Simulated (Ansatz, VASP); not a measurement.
One calculation of K, two programs

INCAR

```
PREC = Accurate
ENCUT = 520
EDIFF = 1E-7
ISMEAR = 0
SIGMA = 0.1
LREAL = F
LASPH = T
NELM = 100
ALGO = Normal
ISIF = 2
LWAVE = F
LCHARG = F
GGA = PE
NBANDS = 16
```

KPOINTS

```
regular mesh
0
Gamma
  6 6 4
```

The input POSCAR:

```
K
1.0
    4.7623960204      0.0000000000      0.0000000000
   -2.3811980102      4.1243559365      0.0000000000
    0.0000000000      0.0000000000      7.8299713200
K
2
Direct
    0.3333333300      0.6666666700      0.2500000000
    0.6666666700      0.3333333300      0.7500000000
```

Input for Ansatz:

```yaml
crystal:
  lattice:
    - [4.7623960204, 0.0, 0.0]
    - [-2.3811980102, 4.1243559365, 0.0]
    - [0.0, 0.0, 7.82997132]
  atoms:
    - { symbol: K, position: [0.33333333, 0.66666667, 0.25] }
    - { symbol: K, position: [0.66666667, 0.33333333, 0.75] }
basis:
  ecutwfc: 420
kpoints:
  mp_grid: { grid: [6, 6, 4] }
hamiltonian:
  xc: pbe
scf:
  occupations: { method: gaussian, width: 0.1 }
  lower_state_search: "off"
output:
  forces: true
  stress: true
  eigenvalues: true
```

Alike in both runs: task single point; functional PBE; k mesh 6 × 6 × 4; occupations gaussian, width 0.1 eV; no spin polarisation.

|  | VASP | Ansatz |
| --- | --- | --- |
| version | VASP 6.6.1 | Ansatz 0.2.0 |
| potentials or method | VASP PAW PBE potentials, release 64 (K_sv) | scalar-relativistic, plane waves, PAW |
| plane-wave cutoff (eV) | 520 | 420 |
| valence electrons in the cell | 18 | 18 |

```csv
,VASP,Ansatz,Ansatz less VASP
gap on the k mesh at the Fermi level (eV),none,none,-
pressure (GPa),-0.1,-0.1,+0.01
largest component of the traceless stress (GPa),0.18,0.18,0.000
```

A gap of «none» marks a metal or a gap that the smearing closes.
